## Why functionals that expand AlN lower its bulk modulus

The functionals that give zincblende AlN a larger cell also give it a lower bulk modulus, but not because they soften the crystal at a given volume. Held at one common volume, the expanding functionals give the stiffer crystal. Their equilibrium moduli are lower because the crystal comes to rest at a larger volume, where any of these functionals finds it easier to compress.

Quantum ESPRESSO 7.5 plane-wave DFT with pseudopotentials or PAW datasets for zincblende AlN (2-atom cell), without spin polarisation, spin–orbit coupling or an added dispersion correction. All runs use a 10 × 10 × 10 k mesh and Fermi–Dirac smearing of 0.05 eV. Equilibrium volume, bulk modulus and its slope with pressure come from a fit to energies at seven volumes.

| functional | potentials | wave cutoff | density cutoff | equilibrium volume (Å³/atom) | bulk modulus (GPa) | bulk modulus slope |
| --- | --- | --- | --- | --- | --- | --- |
| LDA | PseudoDojo-0.4.1-SR-LDA-standard | 1142.88 eV | 4571.51 eV | 10.170 | 210.10 | 3.890 |
| PBE | SSSP-1.3-efficiency-PBE | 816.342 eV | 6530.73 eV | 10.686 | 194.40 | 3.930 |
| PBEsol | PseudoDojo-0.4.1-SR-PBEsol-standard | 1142.88 eV | 4571.51 eV | 10.480 | 200.80 | 3.900 |
| N12 | PseudoDojo-0.4.1-SR-PBE-standard | 1142.88 eV | 4571.51 eV | 10.273 | 205.30 | 3.990 |
| optB88-vdW | PseudoDojo-0.4.1-SR-PBE-standard | 1142.88 eV | 4571.51 eV | 10.693 | 191.90 | 3.910 |
| rev-vdW-DF2 | PseudoDojo-0.4.1-SR-PBE-standard | 1142.88 eV | 4571.51 eV | 10.641 | 193.90 | 3.910 |
| vdW-DF3-opt1 | PseudoDojo-0.4.1-SR-PBE-standard | 1142.88 eV | 4571.51 eV | 10.595 | 196.80 | 3.900 |

From LDA to optB88-vdW the equilibrium volume grows by 5% and the bulk modulus falls by 9%. The other functionals follow the same trend, with one small exception: PBE gives a slightly larger volume than rev-vdW-DF2 and yet a modulus 0.5 GPa higher. Volume is thus not the only factor: PBE and optB88-vdW have almost the same volume and differ by 2.5 GPa. These rows differ in potentials as well as in functional, so the table can't say which of the two is responsible.

### The tempting answer: softer bonds

The bulk modulus B measures how fast the pressure rises when the crystal is squeezed uniformly. A low value therefore suggests weak springs between Al and N. But each modulus in the table belongs to a different volume, and a stretched crystal is easier to compress than a dense one. The springs can be compared only at equal volume.

The pressures computed along each compression curve allow this comparison at 10.417 Å³/atom, between the LDA and optB88-vdW minima. Stretching the LDA crystal to this volume lowers its modulus from 210.1 to 191.5 GPa. Switching to optB88-vdW without moving an atom raises it to 212.6 GPa. Letting the crystal then expand to its own minimum lowers it to 191.9 GPa.

The two expansions together take away about 39 GPa, and the change of functional gives back about 21 GPa. The net fall is what the table shows. Part of that gain is geometry: under uniform scaling the modulus equals the stiffness against bond stretching plus two thirds of the pressure, so the 10 GPa rise in pressure brings about 7 GPa by itself. The remaining 14 GPa means stiffer springs, where softer bonds would have required a loss.

N12 and optB88-vdW show the same reversal with identical potentials. At the common volume N12 has the lower modulus, 194.4 GPa, although its equilibrium modulus is the higher one. The reversal therefore doesn't depend on a change of potentials. Both functionals do use potentials made for PBE, and the error this causes in their absolute values is untested.

### A better answer, still incomplete: a constant push

At the common volume LDA pulls the crystal inwards, while optB88-vdW pushes it outwards. The difference is 10 GPa. Perhaps a change of functional merely adds a constant pressure, as if the crystal were placed under tension.

A constant pressure doesn't alter the curvature of the energy, so all functionals would have the same modulus at the same volume. Expansion would then act alone. Its strength is given by the bulk modulus slope B′, the rise of B per unit of pressure, which is about 3.9 here. Starting from LDA, this picture predicts a fall of 37 GPa for optB88-vdW, twice the computed 18 GPa.

### A push that grows on compression

The added push is in fact not constant. Between optB88-vdW and LDA it is 10.5 GPa at 10.209 Å³/atom and 9.7 GPa at 10.626 Å³/atom. A push that strengthens as the crystal shrinks resists compression, and so it adds stiffness as well as pressure.

If the push varies with volume V as V^(−q), an extra pressure p brings an extra modulus q·p. A straight line fitted to all seven functionals at the common volume gives q ≈ 2.3. The four functionals with identical potentials give the same value, though N12 largely fixes that slope because the other three lie close together. The value is an average: taken singly against LDA, the ratio is about 2.4 for PBE and PBEsol, 2.1 for optB88-vdW and only 1.4 for N12. The analysis output follows this text.

A simple energy curve shows why the equilibrium modulus still falls. Let an attraction compete with a steeper repulsion:

E = −C/V^(1/3) + A/V^m

Here C and A set the strengths of attraction and repulsion, m sets the steepness of the repulsion, and only A changes with the functional. At equilibrium the two forces cancel, which eliminates A and leaves

B = (m − 1/3)·(C/3)·V^(−4/3).

A larger A does stiffen the crystal at fixed volume. But the crystal expands until the repulsion has dropped to the level of the attraction, and the attraction is weaker at larger volume. Both forces at the new balance are therefore smaller, and so is the modulus.

For optB88-vdW, with LDA as the starting point, the estimate is

B ≈ 210.1 GPa × (10.170/10.693)^(4/3) ≈ 196.5 GPa.

The calculation gives 191.9 GPa, so the formula accounts for about three quarters of the fall. The optB88-vdW modulus was not used to set it. Over the six functionals other than LDA the typical miss is 3 GPa, against 17 GPa for the constant push.

The formula gives too high a modulus for all six. It expects q ≈ 2.6, somewhat more than the fitted value. In the same formula, weakening the attraction alone would give q = 4/3, and the fitted 2.3 lies between these two limits. A mixture of mostly stronger repulsion and some weaker attraction should therefore fit better, except for N12, whose ratio of 1.4 lies near the attraction limit. Even a good fit wouldn't prove that the functionals differ in this way, because the formula is a caricature of a partly covalent crystal.

### Where the push comes from

Theory offers a reason for the push. LDA exchange depends only on the local density, whereas gradient-dependent exchange of the PBE type lowers the energy further where the density varies strongly. Compression makes the electron clouds overlap and smooths the density between the atoms. Part of the energy gain is then lost, which acts as an outward push. The gradient term in PBE-type correlation has the opposite sign and is expected to cancel part of this push.

PBEsol has a weaker gradient dependence than PBE, and its volume lies between those of LDA and PBE, as this argument expects. N12 also depends on the gradient but expands the crystal only slightly, which suggests that the mere presence of a gradient term doesn't set the volume, although this row uses potentials made for PBE. For the three functionals with vdW in their names the case is less clear. They contain nonlocal van der Waals correlation even though no separate dispersion correction was added, and the table gives only the combined effect of exchange and correlation.

### Consequence for computed stiffness

For this crystal, a functional that gives a 1% larger volume gives on average a modulus about 1.6% lower, with scatter between pairs: 2.3% from LDA to N12 and 2.7% from vdW-DF3-opt1 to optB88-vdW. Expansion alone would cost about 3.9%, and the added push returns about 2.3%. If the cell is instead fixed at a chosen lattice constant, the order of the functionals is nearly reversed. A quoted modulus should therefore state the volume at which it was computed.

Which functional comes closest to the real crystal remains open here. The table holds no measured values to compare with, and the calculations omit zero-point motion and thermal expansion.

The analysis program printed:

```
Common volume 10.417 A^3/atom and models anchored at LDA (GPa):
           row  pressure there  modulus there  equilibrium modulus  constant push  changed repulsion
           LDA          -4.825          191.5                210.1          210.1              210.1
           PBE           4.986          214.9                194.4          173.3              196.7
        PBEsol           1.211          205.9                200.8          186.9              201.9
           N12          -2.817          194.4                205.3            202              207.3
    optB88-vdW           5.278          212.6                191.9          172.9              196.5
   rev-vdW-DF2           4.294          210.9                193.9          176.2              197.8
  vdW-DF3-opt1           3.434          210.6                196.8          179.2              198.9
fit of Bmid on 7 rows: constant 202 +/- 0.54, coefficient of Pmid 2.288 +/- 0.13; rms 1.11, worst optB88-vdW 1.47, leave-one-out rms 1.54
fit of Bmid on 4 rows (samepot): constant 201.2 +/- 0.76, coefficient of Pmid 2.32 +/- 0.19; rms 0.842, worst vdW-DF3-opt1 -1.41, leave-one-out rms 4.6
  rows outside the fit (model, value, miss): LDA 190, 191.5, -1.44; PBE 212.8, 214.9, -2.12; PBEsol 204, 205.9, -1.88
Volume increase LDA to optB88-vdW (%): 5.143
Fall of equilibrium modulus LDA to optB88-vdW (GPa): 18.2
The same fall (%): 8.663
Fall predicted by constant push (GPa): 37.23
Fall predicted by changed repulsion (GPa): 13.59
Rise of modulus at common volume LDA to optB88-vdW (GPa): 21.19
Rise of pressure at common volume LDA to optB88-vdW (GPa): 10.1
Logarithmic slope of equilibrium modulus against volume: -1.646
Mean pressure slope of the modulus: 3.919
Logarithmic slope expected from minus that mean plus fitted q: -1.631
q expected from changed repulsion: 2.585
Rms miss of constant push without LDA (GPa): 16.51
Rms miss of changed repulsion without LDA (GPa): 2.924
PBE less rev-vdW-DF2 equilibrium modulus (GPa): 0.5
```
